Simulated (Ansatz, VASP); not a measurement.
# LiSe2 in VASP and in Ansatz

```xyz
3
Lattice="3.7365 0.0000 0.0000 -1.8682 3.2359 0.0000 0.0000 0.0000 6.0038" Properties=species:S:1:pos:R:3 pbc="T T T"
Li    0.0000    0.0000    3.0019
Se    0.0000    2.1573    4.5409
Se    1.8683    1.0786    1.4628
```

Alike in both runs: task single point; functional PBE; dispersion D3(BJ); k mesh 6 × 6 × 4; occupations gaussian, width 0.1 eV; no spin polarisation.

```csv
,VASP,Ansatz
version,VASP 6.6.1,Ansatz 0.2.0
potentials or method,"VASP PAW PBE potentials, release 64 (Li_sv, Se)","scalar-relativistic, plane waves, PAW"
plane-wave cutoff (eV),520,420
valence electrons in the cell,15,35
```

Ansatz gave:

- gap on the k mesh at the Fermi level (eV): none
- rms of the force components (eV/Å): 0.102

**Question.** Which values does VASP return?

**Answer.** gap on the k mesh at the Fermi level (eV): none; rms of the force components (eV/Å): 0.103.

Atom by atom the forces differ by 0.001 eV/Å (rms over components). A gap of «none» marks a metal or a gap that the smearing closes. The two sets of potentials don't hold the same shells in valence.
